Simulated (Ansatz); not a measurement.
# The perfect GaP wire along [110], 42 atoms a period, H-terminated, part 2 of 2

Aim: is the GaP wire along [110], 42 atoms a period, H-terminated a metal or a semiconductor?

Ansatz 0.2.0; DFT PBE, plane waves, PAW; relaxation of a wire's period; PAW set soft_1 (the session's first sound run).

So far. Step 2 (The relaxed wire): The cell's length comes to 3.971 Å with spin left out.

### 3. The wire at its relaxed period

This step: DFT PBE, plane waves, PAW; bands of a perfect wire; PAW set soft_1 (Ansatz 0.2.0).

At the relaxed period the bands are computed along the axis; those that cross an energy going forward count the channels that a perfect wire would open there.

The input, input.yaml:

```yaml
crystal:
  lattice:
    - [23.69, 0.0, 0.0]
    - [0.0, 24.965, 0.0]
    - [0.0, 0.0, 3.9711258161]
  atoms:
    - { symbol: P, position: [0.188077884, 0.419651798, 0.0] }
    - { symbol: H, position: [0.19579592, 0.288265734, 0.0] }
    - { symbol: Ga, position: [0.240488984, 0.334194602, 0.0] }
    - { symbol: Ga, position: [0.24320344, 0.5, 0.0] }
    - { symbol: P, position: [0.410117508, 0.265279497, 0.0] }
    - { symbol: P, position: [0.411042838, 0.421455015, 0.0] }
    - { symbol: H, position: [0.42991328, 0.868014501, 0.0] }
    - { symbol: Ga, position: [0.468387363, 0.342283784, 0.0] }
    - { symbol: Ga, position: [0.464448835, 0.185275143, 0.0] }
    - { symbol: Ga, position: [0.469243281, 0.5, 0.0] }
    - { symbol: P, position: [0.639005883, 0.270854477, 0.0] }
    - { symbol: P, position: [0.642344253, 0.423550957, 0.0] }
    - { symbol: H, position: [0.672813084, 0.223621092, 0.0] }
    - { symbol: Ga, position: [0.701491893, 0.346942757, 0.0] }
    - { symbol: Ga, position: [0.705337736, 0.5, 0.0] }
    - { symbol: H, position: [0.859230047, 0.420902181, 0.173598135] }
    - { symbol: H, position: [0.859230047, 0.579097819, 0.173598135] }
    - { symbol: H, position: [0.148226449, 0.423511111, 0.265613802] }
    - { symbol: H, position: [0.148226449, 0.576488889, 0.265613802] }
    - { symbol: P, position: [0.296024148, 0.342071852, 0.5] }
    - { symbol: P, position: [0.296024148, 0.657928148, 0.5] }
    - { symbol: P, position: [0.298136891, 0.5, 0.5] }
    - { symbol: H, position: [0.313319229, 0.211244014, 0.5] }
    - { symbol: H, position: [0.313319229, 0.788755986, 0.5] }
    - { symbol: Ga, position: [0.352817234, 0.261531024, 0.5] }
    - { symbol: Ga, position: [0.354538739, 0.419355762, 0.5] }
    - { symbol: Ga, position: [0.354538739, 0.580644238, 0.5] }
    - { symbol: Ga, position: [0.352817234, 0.738468976, 0.5] }
    - { symbol: P, position: [0.525764333, 0.345071445, 0.5] }
    - { symbol: P, position: [0.521974197, 0.191596982, 0.5] }
    - { symbol: P, position: [0.525764333, 0.654928555, 0.5] }
    - { symbol: P, position: [0.526117901, 0.5, 0.5] }
    - { symbol: P, position: [0.521974197, 0.808403018, 0.5] }
    - { symbol: H, position: [0.558560268, 0.146265311, 0.5] }
    - { symbol: H, position: [0.558560268, 0.853734689, 0.5] }
    - { symbol: Ga, position: [0.582269122, 0.26701632, 0.5] }
    - { symbol: Ga, position: [0.585631856, 0.422563233, 0.5] }
    - { symbol: Ga, position: [0.585631856, 0.577436767, 0.5] }
    - { symbol: Ga, position: [0.582269122, 0.73298368, 0.5] }
    - { symbol: P, position: [0.757117077, 0.350673874, 0.5] }
    - { symbol: P, position: [0.757117077, 0.649326126, 0.5] }
    - { symbol: P, position: [0.760950529, 0.5, 0.5] }
    - { symbol: H, position: [0.786965745, 0.301040719, 0.5] }
    - { symbol: H, position: [0.786965745, 0.698959281, 0.5] }
    - { symbol: Ga, position: [0.824576281, 0.425134275, 0.5] }
    - { symbol: Ga, position: [0.824576281, 0.574865725, 0.5] }
    - { symbol: H, position: [0.148226449, 0.423511111, 0.734386198] }
    - { symbol: H, position: [0.148226449, 0.576488889, 0.734386198] }
    - { symbol: H, position: [0.859230047, 0.420902181, 0.826401865] }
    - { symbol: H, position: [0.859230047, 0.579097819, 0.826401865] }
    - { symbol: P, position: [0.188077884, 0.580348202, 0.0] }
    - { symbol: H, position: [0.19579592, 0.711734266, 0.0] }
    - { symbol: Ga, position: [0.240488984, 0.665805398, 0.0] }
    - { symbol: P, position: [0.411042838, 0.578544985, 0.0] }
    - { symbol: P, position: [0.410117508, 0.734720503, 0.0] }
    - { symbol: H, position: [0.42991328, 0.131985499, 0.0] }
    - { symbol: Ga, position: [0.468387363, 0.657716216, 0.0] }
    - { symbol: Ga, position: [0.464448835, 0.814724857, 0.0] }
    - { symbol: P, position: [0.642344253, 0.576449043, 0.0] }
    - { symbol: P, position: [0.639005883, 0.729145523, 0.0] }
    - { symbol: H, position: [0.672813084, 0.776378908, 0.0] }
    - { symbol: Ga, position: [0.701491893, 0.653057243, 0.0] }
kpoints:
  mp_grid: { grid: [1, 1, 21] }
  band_path: { path: ["Γ", Z], npoints: 90 }
scf:
  occupations: { method: fermi_dirac, width: 0.05 }
hamiltonian:
  xc: pbe
  pseudopotentials: { kind: paw, azcp: { folder: soft_1 } }
output:
  dos: { e_range: [-5, 4] }
  write_potential: true
  write_density: true
  volumetric_format: npy
```

On the command line:

```bash
ansatz run input.yaml --threads 16 --pin off --max-ram 61440MiB --backend cuda --events-out ev --progress --plain --runs-dir out --max-vram 78GiB
```

Numbers of over 12 decimals in the logs are rounded to 6 here.

The log of the run:

```text
[...]
Crystal: 62 atoms, lattice volume = 2348.607 Å³
Basis set: ecut = 420 eV, 46009 PW (Γ)
Bands: 261, of which v1, the nominal top of the filled ones, is band 199 counted from 1 (198 counted from 0)
Symmetry: 4 space group operations
[...]
k-points: 11 of 21
[...]
SCF iter   1: F=—  HF=-95651.867063 eV  |F-HF|=—  |Δ(HF+E_count)|=         —  Δρ=3.85e-2  dr2=3.60e1  ethr=3.10e-3  ⟨swp⟩=8.9  Hψ=14468  notcnv=0  defer=170
[...]
SCF iter   7: F=—  HF=-95641.493889 eV  |F-HF|=—  |Δ(HF+E_count)|=   1.45e-2  Δρ=2.79e-4  dr2=4.51e-3  ethr=2.27e-5  ⟨swp⟩=2.6  Hψ=3644  notcnv=0  defer=432
[...]
SCF iter  12: F=—  HF=-95641.494672 eV  |F-HF|=—  |Δ(HF+E_count)|=   1.79e-6  Δρ=4.34e-6  dr2=1.23e-6  ethr=1.10e-9  ⟨swp⟩=2.0  Hψ=3507  notcnv=0  defer=432
[...]
SCF iter  14: F=-95641.494673 eV  HF=-95641.494673 eV  |F-HF|=9.31e-10  |Δ(HF+E_count)|=   1.28e-7  Δρ=7.88e-7  dr2=3.99e-8  ethr=2.51e-11  ⟨swp⟩=18.4  Hψ=14915  notcnv=0
SCF 1 converged in 14 iterations: F = -95641.494673 eV  dr2 = 3.99e-8
[...]
NSCF: frozen V_eff on 91 k-points
[...]
SCF converged after 14 iterations
[...]
```

Wall time 27 s (1 × NVIDIA GB200 with 16 threads of Arm Neoverse V2, shared host); peak memory 3.7 GiB; 5.5 min of CPU time.

Numbers from this step:

* energy at zero smearing: -95641.4909 eV
* band gap: 0.1464 eV

Electronic bands along the path, in eV, zero at the Fermi level; v1 is the highest filled band, c1 the lowest empty one:

```
  point     v4     v3     v2     v1    c1    c2    c3    c4
      Γ  -1.88  -1.87  -0.15  -0.08  0.07  0.22  0.32  0.37
halfway  -2.31  -2.17  -1.77  -1.50  0.80  1.08  1.09  1.15
      Z  -2.75  -2.59  -2.31  -2.10  0.36  0.43  0.77  0.79
```

The gap is 0.146 eV, with spin left out.

The path shows a direct gap of 0.15 eV (valence top at Γ, conduction bottom at Γ).

### 4. Another level of theory, cutoff 500 eV, k-mesh 1×1×16

This step: DFT r2SCAN, plane waves, PAW; bands of a perfect wire at the PBE geometry; PAW set soft_1 (Ansatz 0.2.0).

The atoms stay at the PBE geometry and the functional changes. r2SCAN also reads the kinetic-energy density; it often gives larger moments and wider gaps than PBE, at a higher cost. Against the first PBE run of this kind, the cutoff is 500 eV against 420 and the mesh along the wire has 16 points against 21.

Edit input.yaml of step 3 so:

```diff
@@ -69,3 +69,3 @@
 kpoints:
-  mp_grid: { grid: [1, 1, 21] }
+  mp_grid: { grid: [1, 1, 16] }
   band_path: { path: ["Γ", Z], npoints: 90 }
@@ -74,8 +74,3 @@
 hamiltonian:
-  xc: pbe
+  xc: r2scan
   pseudopotentials: { kind: paw, azcp: { folder: soft_1 } }
-output:
-  dos: { e_range: [-5, 4] }
-  write_potential: true
-  write_density: true
-  volumetric_format: npy
```

The log of the run:

```text
[...]
Crystal: 62 atoms, lattice volume = 2348.607 Å³
Basis set: ecut = 500 eV, 59639 PW (Γ), exchange–correlation on 720×768×120 points (64 copies of the dense FFT grid, shifted against one another)
Bands: 261, of which v1, the nominal top of the filled ones, is band 199 counted from 1 (198 counted from 0)
Symmetry: 4 space group operations
[...]
k-points: 9 of 16
[...]
SCF iter   1: F=—  HF=-95876.551743 eV  |F-HF|=—  |Δ(HF+E_count)|=         —  Δρ=3.85e-2  dr2=3.25e1  dr2_τ=5.24e-1  ethr=3.10e-3  ⟨swp⟩=8.8  Hψ=11924  notcnv=0  defer=110
[...]
SCF iter   6: F=—  HF=-95871.267582 eV  |F-HF|=—  |Δ(HF+E_count)|=   4.33e-3  Δρ=3.49e-4  dr2=7.10e-3  dr2_τ=9.59e-5  ethr=1.96e-5  ⟨swp⟩=2.9  Hψ=2589  notcnv=0  defer=379
[...]
SCF iter  10: F=—  HF=-95871.271803 eV  |F-HF|=—  |Δ(HF+E_count)|=   1.54e-3  Δρ=9.53e-6  dr2=2.50e-6  dr2_τ=4.09e-8  ethr=7.97e-9  ⟨swp⟩=2.2  Hψ=3858  notcnv=0  defer=381
[...]
SCF iter  12: F=-95871.271805 eV  HF=-95871.271805 eV  |F-HF|=2.10e-8  |Δ(HF+E_count)|=   2.56e-7  Δρ=1.16e-6  dr2=7.15e-8  dr2_τ=9.81e-10  ethr=2.51e-11  ⟨swp⟩=18.2  Hψ=12326  notcnv=0
SCF 1 converged in 12 iterations: F = -95871.271805 eV  dr2 = 7.15e-8
[...]
SCF converged after 12 iterations
[...]
```

Run time: 30 s. Hardware: 1 × NVIDIA GB200 with 16 threads; peak memory 4.8 GiB; 6 min of CPU time.

Numbers from this step:

```yaml
energy_at_zero_smearing: -95871.2698 eV
band_gap: 0.2597 eV
```

The electronic bands at the labelled points (eV, zero at the Fermi level; v1 is the highest filled band, c1 the lowest empty one):

```csv
point,v4,v3,v2,v1,c1,c2,c3,c4
Γ,-2.07,-2.07,-0.21,-0.13,0.13,0.31,0.46,0.50
halfway,-2.53,-2.36,-1.89,-1.61,0.92,1.15,1.18,1.25
Z,-2.99,-2.78,-2.48,-2.26,0.40,0.52,0.86,0.87
```

The gap is 0.260 eV, against 0.146 eV under PBE at the relaxed period.

### 5. Strain along the wire, period over the relaxed period 0.94, k-mesh 1×1×17

This step: DFT PBE, plane waves, PAW; relaxation at a fixed period; PAW set soft_1 (Ansatz 0.2.0).

The period is set to 0.94 times the relaxed one and the atoms relax within it: strain changes bond lengths and angles, which shifts the bands against each other. Against the first PBE run of this kind, the mesh along the wire has 17 points against 21.

The cell differs from the one that the last finished run ended in (c 3.971 → 3.733 Å).

Edit input.yaml of step 4 so:

```diff
@@ -4,3 +4,3 @@
     - [0.0, 24.965, 0.0]
-    - [0.0, 0.0, 3.9711258161]
+    - [0.0, 0.0, 3.7328582672]
   atoms:
@@ -69,3 +69,3 @@
 kpoints:
-  mp_grid: { grid: [1, 1, 16] }
+  mp_grid: { grid: [1, 1, 17] }
   band_path: { path: ["Γ", Z], npoints: 90 }
@@ -74,3 +74,8 @@
 hamiltonian:
-  xc: r2scan
+  xc: pbe
   pseudopotentials: { kind: paw, azcp: { folder: soft_1 } }
+relax:
+  max_steps: 40
+  f_tol: 0.02
+output:
+  stress: true
```

The log of the run:

```text
Warning: output.stress: scf.convergence.dr2_threshold = 1e-7 eV (the SCF's general default) is looser than the 6.2e-9 eV advised for a printed stress (1e-10 eV for each atom of the cell: 62). What an SCF threshold leaves in a stress goes as its square root, and in the free energy as the threshold itself, and one threshold admits the most on a small cell: [figures from the program's tests cut] Every solve of this run answers to scf.convergence.dr2_threshold,  [...]
[...]
Crystal: 62 atoms, lattice volume = 2207.690 Å³
Basis set: ecut = 420 eV, 43241 PW (Γ), exchange–correlation on 320×360×50 points (8 copies of the dense FFT grid, shifted against one another)
Bands: 261, of which v1, the nominal top of the filled ones, is band 199 counted from 1 (198 counted from 0)
Symmetry: 4 space group operations
[...]
k-points: 9 of 17
[...]
SCF iter   1: F=—  HF=-95650.367256 eV  |F-HF|=—  |Δ(HF+E_count)|=         —  Δρ=4.08e-2  dr2=3.76e1  ethr=3.10e-3  ⟨swp⟩=9.6  Hψ=12655  notcnv=0  defer=153
[...]
SCF iter   2: F=—  HF=-95640.842089 eV  |F-HF|=—  |Δ(HF+E_count)|=    9.53e0  Δρ=1.97e-2  dr2=7.25e0  ethr=3.10e-3  ⟨swp⟩=4.0  Hψ=5291  notcnv=0  defer=474
[...]
SCF iter  11: F=-95639.310148 eV  HF=-95639.310149 eV  |F-HF|=1.07e-6  |Δ(HF+E_count)|=   3.79e-6  Δρ=8.39e-6  dr2=3.84e-6  ethr=2.51e-9  ⟨swp⟩=4.9  Hψ=7462  notcnv=0
SCF 1 converged in 11 iterations: F = -95639.310148 eV  dr2 = 3.84e-6
[...]
relax step   1: F+E_penalty+E_count = -95639.31014789 eV  Δ(F+E_penalty+E_count) = +0.000e0 eV  max|allowed force component| = 1.123e0 eV/Å  Δτ_max = 0.0000 Å  (11 SCF iters, dr2 threshold 1.00e-5 eV, accepted)
[...]
SCF 2 converged in 8 iterations: F = -95639.949293 eV  dr2 = 4.05e-5
[...]
relax step   2: F+E_penalty+E_count = -95639.94929302 eV  Δ(F+E_penalty+E_count) = -6.391e-1 eV  max|allowed force component| = 6.363e-1 eV/Å  Δτ_max = 0.1600 Å  (8 SCF iters, dr2 threshold 7.88e-5 eV, accepted)
[...]
SCF 3 converged in 8 iterations: F = -95640.075019 eV  dr2 = 2.21e-5
relax step   3: F+E_penalty+E_count = -95640.07501943 eV  Δ(F+E_penalty+E_count) = -1.257e-1 eV  max|allowed force component| = 1.781e-1 eV/Å  Δτ_max = 0.0858 Å  (8 SCF iters, dr2 threshold 2.53e-5 eV, accepted)
[...]
relax step   4: F+E_penalty+E_count = -95640.08098339 eV  Δ(F+E_penalty+E_count) = -5.964e-3 eV  max|allowed force component| = 2.791e-2 eV/Å  Δτ_max = 0.0264 Å  (8 SCF iters, dr2 threshold 2.48e-6 eV, accepted)
[...]
SCF 5 converged in 9 iterations: F = -95640.081586 eV  dr2 = 1.57e-8
relax step   5: F+E_penalty+E_count = -95640.08158605 eV  Δ(F+E_penalty+E_count) = -6.027e-4 eV  max|allowed force component| = 5.218e-3 eV/Å  Δτ_max = 0.0090 Å  (9 SCF iters, accepted)
[...]
SCF converged after 9 iterations
[...]
- { symbol: P, position: [0.410111, 0.421371, 0] }
    - { symbol: H, position: [0.427499, 0.868203, 0] }
    - { symbol: Ga, position: [0.466536, 0.342235, 0] }
    - { symbol: Ga, position: [0.462507, 0.184695, 0] }
    - { symbol: Ga, position: [0.467337, 0.500000, 0] }
    - { symbol: P, position: [0.643560, 0.270394, 0] }
    - { symbol: P, position: [0.647157, 0.423359, 0] }
    - { symbol: H, position: [0.676632, 0.222732, 0] }
    - { symbol: Ga, position: [0.705139, 0.346435, 0] }
    - { symbol: Ga, position: [0.708819, 0.500000, 0] }
    - { symbol: H, position: [0.869647, 0.420337, 0.167711] }
    - { symbol: H, position: [0.869647, 0.579663, 0.167711] }
    - { symbol: H, position: [0.139812, 0.423068, 0.277659] }
    - { symbol: H, position: [0.139812, 0.576932, 0.277659] }
    - { symbol: P, position: [0.292344, 0.341885, 0.500000] }
    - { symbol: P, position: [0.292344, 0.658115, 0.500000] }
    - { symbol: P, position: [0.293756, 0.500000, 0.500000] }
    - { symbol: H, position: [0.309025, 0.211073, 0.500000] }
    - { symbol: H, position: [0.309025, 0.788927, 0.500000] }
    - { symbol: Ga, position: [0.348406, 0.261363, 0.500000] }
    - { symbol: Ga, position: [0.349679, 0.419597, 0.500000] }
    - { symbol: Ga, position: [0.349679, 0.580403, 0.500000] }
    - { symbol: Ga, position: [0.348406, 0.738637, 0.500000] }
    - { symbol: P, position: [0.527686, 0.344824, 0.500000] }
    - { symbol: P, position: [0.523613, 0.191067, 0.500000] }
    - { symbol: P, position: [0.527686, 0.655176, 0.500000] }
    - { symbol: P, position: [0.528057, 0.500000, 0.500000] }
    - { symbol: P, position: [0.523613, 0.808933, 0.500000] }
    - { symbol: H, position: [0.559507, 0.145281, 0.500000] }
    - { symbol: H, position: [0.559507, 0.854719, 0.500000] }
    - { symbol: Ga, position: [0.583123, 0.266530, 0.500000] }
    - { symbol: Ga, position: [0.586554, 0.422429, 0.500000] }
    - { symbol: Ga, position: [0.586554, 0.577571, 0.500000] }
    - { symbol: Ga, position: [0.583123, 0.733470, 0.500000] }
    - { symbol: P, position: [0.764661, 0.350592, 0.500000] }
    - { symbol: P, position: [0.764661, 0.649408, 0.500000] }
    - { symbol: P, position: [0.768814, 0.500000, 0.500000] }
    - { symbol: H, position: [0.794302, 0.300909, 0.500000] }
    - { symbol: H, position: [0.794302, 0.699091, 0.500000] }
    - { symbol: Ga, position: [0.830687, 0.424780, 0.500000] }
    - { symbol: Ga, position: [0.830687, 0.575220, 0.500000] }
    - { symbol: H, position: [0.139812, 0.423068, 0.722341] }
    - { symbol: H, position: [0.139812, 0.576932, 0.722341] }
    - { symbol: H, position: [0.869647, 0.420337, 0.832289] }
    - { symbol: H, position: [0.869647, 0.579663, 0.832289] }
    - { symbol: P, position: [0.180680, 0.580356, 0] }
    - { symbol: H, position: [0.188424, 0.711286, 0] }
    - { symbol: Ga, position: [0.233058, 0.665391, 0] }
    - { symbol: P, position: [0.410111, 0.578629, 0] }
    - { symbol: P, position: [0.409328, 0.735030, 0] }
    - { symbol: H, position: [0.427499, 0.131797, 0] }
    - { symbol: Ga, position: [0.466536, 0.657765, 0] }
    - { symbol: Ga, position: [0.462507, 0.815305, 0] }
    - { symbol: P, position: [0.647157, 0.576641, 0] }
    - { symbol: P, position: [0.643560, 0.729606, 0] }
    - { symbol: H, position: [0.676632, 0.777268, 0] }
    - { symbol: Ga, position: [0.705139, 0.653565, 0] }
```

Elapsed: 25 s, on 1 × NVIDIA GB200 with 16 threads; peak memory 2 GiB.

Relaxation path:

```csv
step,energy less that of the first step (eV),largest force component (eV/Å)
1,0.0000,1.1228
2,-0.6391,0.6363
3,-0.7649,0.1781
4,-0.7708,0.0279
5,-0.7714,0.0052
```

Forces are held to the 4 operations that the run works with; a distortion that breaks them can't arise in this run.

The atoms that moved most (Å):

```
atom      dx      dy      dz  length
 H17   0.247   0.014  -0.022   0.248
 H50   0.247   0.014   0.022   0.248
 H16   0.247  -0.014  -0.022   0.248
 H49   0.247  -0.014   0.022   0.248
 H47  -0.199  -0.011  -0.045   0.205
 H48  -0.199   0.011  -0.045   0.205
 H18  -0.199  -0.011   0.045   0.205
 H19  -0.199   0.011   0.045   0.205
```

This step gave:

```yaml
energy_at_zero_smearing: -95640.0665 eV
band_gap: 0 eV
```

Electronic bands along the path, in eV, zero at the Fermi level; # counts the bands kept:

```csv
point,#21,#22,#23,#24,#25,#26,#27,#28
Γ,-1.71,-1.69,0.05,0.12,0.35,0.44,0.45,0.55
halfway,-2.75,-2.50,-2.15,-1.94,0.63,0.77,0.78,0.89
Z,-3.02,-3.01,-2.96,-2.76,0.00,0.05,0.35,0.37
```

Bands cross the Fermi level, where there was a gap of 0.146 eV under PBE at the relaxed period.

### 6. Strain along the wire, period over the relaxed period 1.06, k-mesh 1×1×15

The period is set to 1.06 times the relaxed one and the atoms relax within it: strain changes bond lengths and angles, which shifts the bands against each other. Against the first PBE run of this kind, the mesh along the wire has 15 points against 21.

The cell differs from the one that the last finished run ended in (c 3.733 → 4.209 Å).

Edit input.yaml of step 5 so:

```diff
@@ -4,3 +4,3 @@
     - [0.0, 24.965, 0.0]
-    - [0.0, 0.0, 3.7328582672]
+    - [0.0, 0.0, 4.2093933651]
   atoms:
@@ -69,3 +69,3 @@
 kpoints:
-  mp_grid: { grid: [1, 1, 17] }
+  mp_grid: { grid: [1, 1, 15] }
   band_path: { path: ["Γ", Z], npoints: 90 }
```

The log of the run:

```text
[...]
Crystal: 62 atoms, lattice volume = 2489.523 Å³
Basis set: ecut = 420 eV, 48403 PW (Γ), exchange–correlation on 320×360×60 points (8 copies of the dense FFT grid, shifted against one another)
Bands: 261, of which v1, the nominal top of the filled ones, is band 199 counted from 1 (198 counted from 0)
Symmetry: 4 space group operations
[...]
k-points: 8 of 15
[...]
- { symbol: H, position: [0.204256, 0.712431, 0.0] }
    - { symbol: Ga, position: [0.247837, 0.665470, 0.0] }
    - { symbol: P, position: [0.412233, 0.578521, 0.0] }
    - { symbol: P, position: [0.411432, 0.734591, 0.0] }
    - { symbol: H, position: [0.433061, 0.131574, 0.0] }
    - { symbol: Ga, position: [0.469850, 0.657550, 0.0] }
    - { symbol: Ga, position: [0.466213, 0.814283, 0.0] }
    - { symbol: P, position: [0.637430, 0.576379, 0.0] }
    - { symbol: P, position: [0.634283, 0.729246, 0.0] }
    - { symbol: H, position: [0.669411, 0.775640, 0.0] }
    - { symbol: Ga, position: [0.696572, 0.653030, 0.0] }
[key lines of the parts left out:]
SCF converged after 9 iterations
```

Wall time 31 s (1 × NVIDIA GB200 with 16 threads); peak memory 2.1 GiB; 5.7 min of CPU time.

Relaxation path:

```csv
step,energy less that of the first step (eV),largest force component (eV/Å)
1,0.0000,0.8059
2,-0.4175,0.5264
3,-0.4446,0.0651
4,-0.4467,0.0197
```

Forces are held to the 4 operations that the run works with; a distortion that breaks them can't arise in this run.

The atoms that moved most (Å):

```
atom      dx      dy      dz  length
 H50  -0.228  -0.003  -0.037   0.231
 H49  -0.228   0.003  -0.037   0.231
 H17  -0.228  -0.003   0.037   0.231
 H16  -0.228   0.003   0.037   0.231
 H52   0.200   0.017   0.000   0.201
  H2   0.200  -0.017   0.000   0.201
 H19   0.189   0.005  -0.053   0.197
 H18   0.189  -0.005  -0.053   0.197
```

This step gave:

- energy at zero smearing: -95640.3124 eV
- band gap: 0.04453 eV

The gap is 0.0445 eV, against 0.146 eV under PBE at the relaxed period.

### 7. Results

```yaml
cell_length_pbe: 3.971 Å
gap_pbe: 0.146 eV
gap_r2scan: 0.260 eV
gap_period_scaled_by_0p94: none
gap_period_scaled_by_1p06: 0.0445 eV
```

**Reading.** Under PBE the cell's length is 3.97 Å, and a gap of 0.15 eV makes it a semiconductor. At the relaxed period the wire is gapped under every functional, from 0.15 eV (PBE) to 0.26 eV (r2SCAN). Weak screening in one dimension makes quasiparticle gaps larger than the semilocal gaps, as a rule. Strain matters: under PBE the gap goes from 0.15 eV to 0 eV at 0.94 times the period and 0.0445 eV at 1.06 times the period. Where the gap is under about 0.35 eV, the smearing of 0.05 eV partly fills the band edges in the SCF. Plain hydrogen on a compound's surface is a simple closure: it may leave surface states, and facets that end in unlike atoms put a field across the wire, both of which shrink the gap.

[Logs are printed without paths, hosts, clocks, repeated set-up lines and the standing remarks that a program may print on its own settings, such as how far it seeks lower states.]

[Hosts, paths, dates, database ids (printed as entryN), source tags and the programs' standing remarks are cut or masked in the printed files.]
